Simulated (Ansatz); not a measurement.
# Si/ZnS/CoSi2: a contact from a semiconductor to a metal

Is Si/ZnS/CoSi2 a contact for electrons or for holes? The semiconductor is Si diamond(111), undoped, with its far face capped by hydrogen, and the metal is CoSi2 fluorite(111) turned by 180 degrees (type B), with ZnS zinc blende(111) between them (whole bilayers). After relaxation the nearest pair at the metal is Si–Zn at 2.46 Å, along the normal. The common net has a side of 3.854 Å, which strains the semiconductor by -0.4 %, the layer between by +0.0 % and the metal by +1.7 %, against typed lattice constants near PBE's. The first steps treat the bulk crystals alone.

Method: PBE DFT, plane waves, PAW files, in the first sound run; inputs show where later runs differ, in Ansatz 0.2.0.

## (1) Starting point

It takes space group R-3m (No. 166, trigonal). Conventional cell: a = 3.854 Å, b = 3.854 Å, c = 9.498 Å, α = 90.00°, β = 90.00°, γ = 120.00°. Nearest to Si lie 4 Si at 2.36 to 2.37 Å.

## (2) Layer spacing of the electrode, 6 atoms

The electrode is held to the junction's net and relaxed along the normal; its spacing is used for the ideal lead layers.

input.yaml reads:

```yaml
crystal:
  lattice:
    - [3.854, 0.0, 0.0]
    - [-1.927, 3.3376619062, 0.0]
    - [0.0, 0.0, 9.4981070315]
  atoms:
    - { symbol: Si, position: [0.0, 0.0, 0.0] }
    - { symbol: Si, position: [0.0, 0.0, 0.25] }
    - { symbol: Si, position: [0.3333333333, 0.6666666667, 0.3333333333] }
    - { symbol: Si, position: [0.3333333333, 0.6666666667, 0.5833333333] }
    - { symbol: Si, position: [0.6666666667, 0.3333333333, 0.6666666667] }
    - { symbol: Si, position: [0.6666666667, 0.3333333333, 0.9166666667] }
kpoints:
  mp_grid: { grid: [12, 12, 3] }
scf:
  occupations: { method: fermi_dirac, width: 0.1 }
  max_iter: 150
hamiltonian:
  xc: pbe
relax:
  f_tol: 0.01
  max_steps: 40
  cell: { fix: [a, b, angles] }
```

Run with:

```bash
ansatz run input.yaml --threads 8 --pin off --max-ram 24576MiB --backend cpu --events-out ev --progress --plain --runs-dir out
```

Numbers of over 12 decimals in the logs are rounded to 6 here.

Output:

```text
Engine: ansatz 0.2.0, aarch64-unknown-linux-gnu
Pseudopotentials: kind: paw
Pseudopotential: Si, paw, valence charge 4, recommended cutoff 420 eV (normal), Si.paw.azcp
Functional definition: PBE
  parameter kappa = 0.804
  parameter beta = 0.066725
  exchange = pbe_x(kappa = kappa, mu = beta*pi^2/3)
  correlation = pbe_c(beta = beta)
Crystal: 6 atoms, lattice volume = 122.177 Å³
Basis set: ecut = 420 eV, 2407 PW (Γ), exchange–correlation on 54×54×128 points (8 copies of the dense FFT grid, shifted against one another)
Bands: 18, of which v1, the nominal top of the filled ones, is band 12 counted from 1 (11 counted from 0)
Symmetry: 36 space group operations
Space group: R-3m (ITA 166), of the structure as read, at distance tolerance 5.0e-5 Å
k-points: 50 of 432
Non-local potential: Si, projectors of the file, l = 0: 2, l = 1: 2, l = 2: 2
PAW form: soft (Blöchl's): semilocal exchange-correlation on the pseudo side does not see the compensation charge
PAW one-centre angular grid: Si, 110 points (default); XC on 64 Gauss nodes
Initial density: superposition of atomic densities (neutral atoms: chi_scale 0, normalization atom), corrected by the library's trained network
Initial wavefunctions: pseudopotential atomic-orbital guess
Functional: x = pbe(κ = 0.804, μ = 0.219515), c = pbe(β = 0.066725)
SCF iter   1: F=—  HF=-3814.857338 eV  |F-HF|=—  |Δ(HF+E_count)|=         —  Δρ=1.25e-3  dr2=1.22e-3  ethr=1.77e-3  ⟨swp⟩=6.6  Hψ=5601  notcnv=0
preconditioner: auto → Resta (q_TF=auto, 2.080 Å⁻¹)  ε∞=5.4  [insulator: Δε(μ)=0.714 eV  Ē_g=7.847 eV  σ=0.100 eV  W_gap=0.94  n_scr=24 (ndim 8)  ℏωp=16.5 eV  f_vac=0.000  D(μ)=0.04/eV (n_scr^D=0)  ε∞_Penn≈5.4]
SCF iter   2: F=—  HF=-3814.858297 eV  |F-HF|=—  |Δ(HF+E_count)|=   9.59e-4  Δρ=6.75e-4  dr2=3.69e-4  ethr=5.07e-6  ⟨swp⟩=2.2  Hψ=1812  notcnv=0
SCF iter   3: F=—  HF=-3814.858457 eV  |F-HF|=—  |Δ(HF+E_count)|=   1.60e-4  Δρ=8.09e-5  dr2=9.74e-6  ethr=1.54e-6  ⟨swp⟩=2.0  Hψ=1500  notcnv=0
SCF iter   4: F=—  HF=-3814.858465 eV  |F-HF|=—  |Δ(HF+E_count)|=   7.93e-6  Δρ=2.11e-5  dr2=9.44e-7  ethr=4.06e-8  ⟨swp⟩=2.0  Hψ=1500  notcnv=0
iter 5 did not close the SCF: its close was put off for the readings that it lacked (scf_convergence_deferred on its scf_iter line)
SCF iter   5: F=-3814.858466 eV  HF=-3814.858466 eV  |F-HF|=2.47e-8  |Δ(HF+E_count)|=   7.58e-7  Δρ=4.47e-6  dr2=1.39e-8  ethr=3.93e-9  ⟨swp⟩=2.0  Hψ=1494  notcnv=0
SCF iter   6: F=-3814.858466 eV  HF=-3814.858466 eV  |F-HF|=8.41e-11  |Δ(HF+E_count)|=   2.88e-8  Δρ=1.52e-6  dr2=1.87e-9  ethr=5.78e-11  ⟨swp⟩=2.0  Hψ=3044  notcnv=0
SCF 1 converged in 6 iterations: F = -3814.858466 eV  dr2 = 1.87e-9
  greatest PAW one-centre occupation: 0.633 electrons in one spin orbital (limit 2), on the Si atom at site 5 (counted from 0), in its partial waves of l = 0
relax step   1: F+E_penalty+E_count = -3814.85846560 eV  Δ(F+E_penalty+E_count) = +0.000e0 eV  max|allowed force component| = 6.427e-2 eV/Å  Δτ_max = 0.0000 Å  P = +0.431 GPa  Ω = 122.177 Å³  fix = [a, b, alpha, beta, gamma]  reactions: a +0.842, b +0.842 GPa  (6 SCF iters, dr2 threshold 1.00e-7 eV, accepted)
Crystal: 6 atoms, lattice volume = 122.114 Å³
Initial density: handed on by an earlier stage of this run
Initial wavefunctions: those handed on with the density
iter 1 solved again at ethr=6.25e-8 eV; its pass at ethr=3.10e-3 eV (dr2=1.50e-5 eV) is discarded
SCF iter   1: F=—  HF=-3814.858986 eV  |F-HF|=—  |Δ(HF+E_count)|=         —  Δρ=1.50e-4  dr2=2.19e-5  ethr=6.25e-8  ⟨swp⟩=2.7  Hψ=5801  notcnv=0
preconditioner: auto → Resta (q_TF=auto, 2.080 Å⁻¹)  ε∞=5.4  [insulator: Δε(μ)=0.702 eV  Ē_g=7.849 eV  σ=0.100 eV  W_gap=0.93  n_scr=24 (ndim 8)  ℏωp=16.5 eV  f_vac=0.000  D(μ)=0.04/eV (n_scr^D=0)  ε∞_Penn≈5.4]
SCF iter   2: F=—  HF=-3814.858983 eV  |F-HF|=—  |Δ(HF+E_count)|=   2.78e-6  Δρ=8.25e-5  dr2=6.42e-6  ethr=6.25e-8  ⟨swp⟩=1.4  Hψ=1083  notcnv=0
SCF iter   3: F=-3814.858982 eV  HF=-3814.858982 eV  |F-HF|=2.47e-8  |Δ(HF+E_count)|=   9.50e-7  Δρ=6.05e-6  dr2=5.42e-8  ethr=1.59e-9  ⟨swp⟩=3.0  Hψ=3622  notcnv=0
SCF 2 converged in 3 iterations: F = -3814.858982 eV  dr2 = 5.42e-8
relax step   2: F+E_penalty+E_count = -3814.85898212 eV  Δ(F+E_penalty+E_count) = -5.165e-4 eV  max|allowed force component| = 1.597e-2 eV/Å  Δτ_max = 0.0017 Å  P = +0.475 GPa  Ω = 122.114 Å³  energy of the carried Pulay correction = +8.717e-6 eV  fix = [a, b, alpha, beta, gamma]  reactions: a +0.783, b +0.783 GPa  (3 SCF iters, dr2 threshold 3.82e-7 eV, accepted)
Crystal: 6 atoms, lattice volume = 122.044 Å³
iter 1 solved again at ethr=2.22e-8 eV; its pass at ethr=3.10e-3 eV (dr2=5.33e-6 eV) is discarded
SCF iter   1: F=—  HF=-3814.859039 eV  |F-HF|=—  |Δ(HF+E_count)|=         —  Δρ=7.51e-5  dr2=7.80e-6  ethr=2.22e-8  ⟨swp⟩=2.5  Hψ=5849  notcnv=0
preconditioner: auto → Resta (q_TF=auto, 2.081 Å⁻¹)  ε∞=5.4  [insulator: Δε(μ)=0.700 eV  Ē_g=7.851 eV  σ=0.100 eV  W_gap=0.93  n_scr=24 (ndim 8)  ℏωp=16.5 eV  f_vac=0.000  D(μ)=0.04/eV (n_scr^D=0)  ε∞_Penn≈5.4]
SCF iter   2: F=—  HF=-3814.859038 eV  |F-HF|=—  |Δ(HF+E_count)|=   9.96e-7  Δρ=4.04e-5  dr2=2.30e-6  ethr=2.22e-8  ⟨swp⟩=2.0  Hψ=1421  notcnv=0
SCF iter   3: F=-3814.859037 eV  HF=-3814.859037 eV  |F-HF|=2.28e-8  |Δ(HF+E_count)|=   5.21e-7  Δρ=3.85e-6  dr2=2.74e-8  ethr=2.07e-10  ⟨swp⟩=3.6  Hψ=3878  notcnv=0
SCF 3 converged in 3 iterations: F = -3814.859037 eV  dr2 = 2.74e-8
relax step   3: F+E_penalty+E_count = -3814.85903730 eV  Δ(F+E_penalty+E_count) = -5.518e-5 eV  max|allowed force component| = 4.356e-4 eV/Å  Δτ_max = 0.0004 Å  P = +0.526 GPa  Ω = 122.044 Å³  energy of the carried Pulay correction = +1.823e-5 eV  fix = [a, b, alpha, beta, gamma]  reactions: a +0.781, b +0.781 GPa  (3 SCF iters, dr2 threshold 4.98e-8 eV, accepted)
Initial wavefunctions: pseudopotential atomic-orbital guess (no wavefunctions were taken with the density)
iter 1 solved again at ethr=5.40e-8 eV; its pass at ethr=3.10e-3 eV (dr2=1.30e-5 eV) is discarded
SCF iter   1: F=—  HF=-3814.859019 eV  |F-HF|=—  |Δ(HF+E_count)|=         —  Δρ=4.02e-6  dr2=2.45e-8  ethr=5.40e-8  ⟨swp⟩=3.2  Hψ=8276  notcnv=0
preconditioner: auto → Resta (q_TF=auto, 2.081 Å⁻¹)  ε∞=5.4  [insulator: Δε(μ)=0.701 eV  Ē_g=7.851 eV  σ=0.100 eV  W_gap=0.93  n_scr=24 (ndim 8)  ℏωp=16.5 eV  f_vac=0.000  D(μ)=0.04/eV (n_scr^D=0)  ε∞_Penn≈5.4]
SCF iter   2: F=—  HF=-3814.859021 eV  |F-HF|=—  |Δ(HF+E_count)|=   1.90e-6  Δρ=2.65e-6  dr2=1.36e-8  ethr=1.02e-10  ⟨swp⟩=2.1  Hψ=1508  notcnv=0
SCF iter   3: F=—  HF=-3814.859021 eV  |F-HF|=—  |Δ(HF+E_count)|=   1.42e-8  Δρ=7.83e-7  dr2=3.71e-10  ethr=5.65e-11  ⟨swp⟩=2.0  Hψ=1500  notcnv=0
SCF iter   4: F=—  HF=-3814.859021 eV  |F-HF|=—  |Δ(HF+E_count)|=  3.00e-10  Δρ=3.79e-7  dr2=9.97e-11  ethr=1.00e-12  ⟨swp⟩=4.0  Hψ=2910  notcnv=0
SCF iter   5: F=-3814.859021 eV  HF=-3814.859021 eV  |F-HF|=2.27e-12  |Δ(HF+E_count)|=  6.59e-11  Δρ=3.05e-8  dr2=7.46e-13  ethr=1.00e-12  ⟨swp⟩=4.0  Hψ=2906  notcnv=0
SCF 4 converged in 5 iterations: F = -3814.859021 eV  dr2 = 7.46e-13
relax step   4: F+E_penalty+E_count = -3814.85902101 eV  Δ(F+E_penalty+E_count) = +1.629e-5 eV  max|allowed force component| = 4.428e-4 eV/Å  Δτ_max = 0.0000 Å  P = +0.525 GPa  Ω = 122.044 Å³  fix = [a, b, alpha, beta, gamma]  reactions: a +0.781, b +0.781 GPa  stress off target by 1.50e-2 GPa on what of the cell is left free  SCF on the basis re-selected at this cell (its energy is not comparable with the rows above)  (5 SCF iters)
basis re-selected at this cell: Δ(F+E_penalty+E_count) = +1.629e-5 eV, ΔP = -0.000 GPa vs the last step (what re-selecting the basis moved, of the pressure what is left beyond the Pulay correction that the steps carried, after the strain that the cell walked since its last selection, with what the two solves' SCF thresholds leave and, on support functions, any second-order correction that the steps lacked; it is no m [...]
SCF converged after 5 iterations
Free energy (F): -3814.859021 eV
Harris-Foulkes:  -3814.859021 eV  (|F-HF|=2.27e-12)
Internal energy: -3814.856732 eV  (E = F + TS)
E sigma→0 (E₀):  -3814.857876 eV
Entropy (-TS):   -0.002289 eV (-0.382 meV/atom)
Fermi energy:    6.376934 eV
--- Per-component energies (eV) ---
  E_band       = 25.089877
  E_kinetic    = 240.966275
  E_local      = -167.350259  (includes V_loc(G=0)·N_el)
  E_nonlocal   = 155.470047
  E_hartree    = 45.304377
  E_xc         = -330.615760
  E_vxc        = -279.786053  (∫ρ·V_xc dr)
  E_paw        = -3076.650533  (= ΣΔE_a)
  E_vpaw       = -14.818919  (= ΣTr[D̂ρ^β])
  E_aug_tail   = 0.000037  (compensation charges beyond the density's cutoff)
  E_ewald      = -681.980917
  E_smearing   = -0.002289  (= −TS)
  E_closure    = -0.000000  (closes the sum)
  Σ components = -3814.859021   (vs F -3814.859021, Δ=0.00e0)
--- Forces (eV/Å), atoms counted from 1 ---
  atom   1  Si     0.00000000     0.00000000     0.00044279
  atom   2  Si    -0.00000000    -0.00000000    -0.00044279
  atom   3  Si     0.00000000     0.00000000     0.00044279
  atom   4  Si     0.00000000    -0.00000000    -0.00044279
  atom   5  Si    -0.00000000     0.00000000     0.00044279
  atom   6  Si    -0.00000000    -0.00000000    -0.00044279
  max |Σ_I F_I| component: 1.54e-17 eV/Å
--- Stress (GPa, compression-positive) ---
        0.780654       0.000000      -0.000000
        0.000000       0.780654       0.000000
       -0.000000       0.000000       0.014979
  P = ⅓ Tr σ = 0.5254 GPa (5.254 kbar)
--- Relaxed structure (3 steps of the walk, 3 accepted, 1 SCFs on fresh bases) ---
  F+E_penalty+E_count = -3814.85902101 eV   max|allowed force component| = 4.428e-4 eV/Å   (the final SCF, on the basis selected at the relaxed cell)
  cell:  # Å, volume = 122.0442 Å³
    - [3.854000, 0, 0]
    - [-1.927000, 3.337662, 0]
    - [0, 0, 9.487743]
  atoms:
    - { symbol: Si, position: [0, 0, 0.000214406] }
    - { symbol: Si, position: [0, 0, 0.249786] }
    - { symbol: Si, position: [0.333333, 0.666667, 0.333548] }
    - { symbol: Si, position: [0.333333, 0.666667, 0.583119] }
    - { symbol: Si, position: [0.666667, 0.333333, 0.666881] }
    - { symbol: Si, position: [0.666667, 0.333333, 0.916452] }
```

Elapsed: 2.8 s, on 8 threads of Arm Neoverse V2, shared host; peak memory 0.52 GiB.

The steps of the relaxation:

| step | energy less that of the first step (eV) | largest force component (eV/Å) | pressure (GPa) | volume (Å³) |
| --- | --- | --- | --- | --- |
| 1 | 0.0000 | 0.0643 | 0.43 | 122.18 |
| 2 | -0.0005 | 0.0160 | 0.47 | 122.11 |
| 3 | -0.0006 | 0.0004 | 0.53 | 122.04 |
| 4* | -0.0006 | 0.0004 | 0.53 | 122.04 |

Relaxation steps marked * repeat the geometry before them on a plane-wave basis chosen anew for their cell, so energy and pressure can jump there.

The run keeps the 36 symmetry operations that it works with, so distortions that break them were not tested.

| conventional cell, symmetrised | before | after | change |
| --- | --- | --- | --- |
| a (Å) | 3.854 | 3.854 | +0.0 % |
| b (Å) | 3.854 | 3.854 | +0.0 % |
| c (Å) | 9.498 | 9.488 | -0.1 % |
| volume (Å³/atom) | 20.36 | 20.34 | -0.1 % |

The relaxed structure:

```cif
data_structure
_symmetry_space_group_name_H-M 'P 1'
_symmetry_Int_Tables_number 1
_cell_length_a 3.8540
_cell_length_b 3.8540
_cell_length_c 9.4877
_cell_angle_alpha 90.000
_cell_angle_beta 90.000
_cell_angle_gamma 120.000
_cell_volume 122.04
loop_
_atom_site_label
_atom_site_type_symbol
_atom_site_fract_x
_atom_site_fract_y
_atom_site_fract_z
_atom_site_occupancy
Si1 Si 0.00000 0.00000 0.00021 1
Si2 Si 0.00000 0.00000 0.24979 1
Si3 Si 0.33333 0.66667 0.33355 1
Si4 Si 0.33333 0.66667 0.58312 1
Si5 Si 0.66667 0.33333 0.66688 1
Si6 Si 0.66667 0.33333 0.91645 1
```

This step gave:

* free energy: -3814.8590 eV
* Fermi energy: 6.377 eV
* pressure: 0.5254 GPa

The cell shrank by 0.1 % in volume.

[end of part 1 of 5]

[Logs are printed without paths, hosts, clocks, repeated set-up lines and the standing remarks that a program may print on its own settings, such as how far it seeks lower states.]

[Hosts, paths, dates, database ids (printed as entryN), source tags and the programs' standing remarks are cut or masked in the printed files.]
